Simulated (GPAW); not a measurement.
Crystal: TePt.

```
Pt Te
1.0
     4.26288    0.00000    0.00000
    -2.13144    3.69176    0.00000
     0.00000    0.00000    5.66177
Pt Te
2 2
Direct
  0.00000 0.00000 0.00000
  0.00000 0.00000 0.50000
  0.33333 0.66667 0.25000
  0.66667 0.33333 0.75000
```

Measurements of this composition are mostly on another form, of space group No. 166.

Base run:

```yaml
Program: GPAW 26.7.0
Functional: PBEsol
Potentials_or_basis: PAW data sets generated in the run's folder for this functional
Cutoff: 600 eV
Basis: pw
k_mesh: 5 × 5 × 4
Occupations: fermi-dirac, width 0.05 eV
Spin: no spin polarisation
Hubbard_terms: Pt d U = 4 eV
```

Its results: pressure -7.4 GPa.

After a change of settings the same cell gave: pressure -8.6 GPa. Which change was it?
A. hubbard terms from Pt d U = 4 eV to Pt d U = 8 eV
B. hubbard terms from Pt d U = 4 eV to none
C. hubbard terms from Pt d U = 4 eV to Pt d U = 2 eV

A.

Caveats: U without spin polarisation on a metal has little footing; the U is typed as a test and isn't derived for this compound.
